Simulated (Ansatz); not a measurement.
Write a Python script for Ansatz 0.2.0, Python API that makes a convergence test of the plane-wave cutoff of GaN, space group F-43m. Settings (first run): PBEsol, PAW, cutoff 250 eV, 4×4×4 k-points, cold smearing of 0.05 eV. The script varies cutoff (eV): 250, 300, 350, 400.

```
CELL_PARAMETERS angstrom
0.00000 2.25350 2.25350
2.25350 0.00000 2.25350
2.25350 2.25350 0.00000
ATOMIC_POSITIONS crystal
Ga 0.00000 0.00000 0.00000
N 0.75000 0.75000 0.75000
```

Script `run_ecut.py`:
```python
"""Cutoff test for GaN."""

import ansatz as az

lattice = az.Lattice.of(
    (0.0, 2.25350061, 2.25350061),
    (2.25350061, 0.0, 2.25350061),
    (2.25350061, 2.25350061, 0.0),
)
sites = [
    ("Ga", (0.0, 0.0, 0.0)),
    ("N", (0.75, 0.75, 0.75)),
]
structure = az.Crystal(lattice=lattice)
for symbol, position in sites:
    structure = structure.atom(symbol, position)

calculation = (
    structure.calculation()
    .functional("pbesol")
    .kpoints(4)
    .occupations("cold", width=0.05)
    .scf(tolerance=1e-08)
    .stress()
)

rows = []
for value in [250, 300, 350, 400]:
    rep = calculation.basis(value).run(threads=1).report
    rows.append((value, rep["free_energy_ev"] / len(rep["lattice"]["sites"]), rep["n_iterations"], sum(rep["stress_gpa"][i][i] for i in range(3)) / 3, rep["n_pw"]))

print(" cutoff (eV)   F/atom (eV)    iterations       P (GPa)   plane waves")
for row in rows:
    print(f"{str(row[0]):>12s}  {row[1]:12.5f}  {row[2]:12d}  {row[3]:12.3f}  {row[4]:12d}")

# the last row is the reference
for row in rows[:-1]:
    shift = 1000 * (row[1] - rows[-1][1])
    print(f"{row[0]}: {shift:+.2f} meV/atom" + ("  (within 1 meV)" if abs(shift) < 1 else ""))
```

`python run_ecut.py` gives:
```text
DeckWarning: basis.ecutwfc = 250 eV is below the records' recommended 420 eV, and the density's cutoff is lower with it unless basis.ecutrho_ratio is high enough to keep the records' density cutoff: compare with a run at a higher cutoff
DeckWarning: output.stress: scf.convergence.dr2_threshold = 1e-8 eV is looser than the 2e-10 eV advised for a printed stress (1e-10 eV for each atom of the cell: 2). What an SCF threshold leaves in a stress goes as its square root, and in the free energy as the threshold itself, and one threshold admits the most on a [...]
DeckWarning: basis.ecutwfc = 300 eV is below the records' recommended 420 eV, and the density's cutoff is lower with it unless basis.ecutrho_ratio is high enough to keep the records' density cutoff: compare with a run at a higher cutoff
DeckWarning: basis.ecutwfc = 350 eV is below the records' recommended 420 eV, and the density's cutoff is lower with it unless basis.ecutrho_ratio is high enough to keep the records' density cutoff: compare with a run at a higher cutoff
DeckWarning: basis.ecutwfc = 400 eV is below the records' recommended 420 eV, and the density's cutoff is lower with it unless basis.ecutrho_ratio is high enough to keep the records' density cutoff: compare with a run at a higher cutoff
 cutoff (eV)   F/atom (eV)    iterations       P (GPa)   plane waves
         250   -2060.32334             7         8.264           181
         300   -2061.20060             7        -1.550           283
         350   -2061.35380             6        -1.624           331
         400   -2061.38010             6        -1.157           411
250: +1056.76 meV/atom
300: +179.49 meV/atom
350: +26.29 meV/atom
```
(Warnings from the package without file and line, shortened.)

Notes:
- Energy and stress may still move on a finer k-point mesh.
- Pressure is positive in compression.
- The structure comes from a database of computed cells and needn't be a stable or known phase.
- Shifts are counted from the last row, which is itself no proven limit.
- Wall time of the script: 2.3 s on 1 thread of Arm Neoverse V1, on a shared host, peak memory 0.32 GiB.
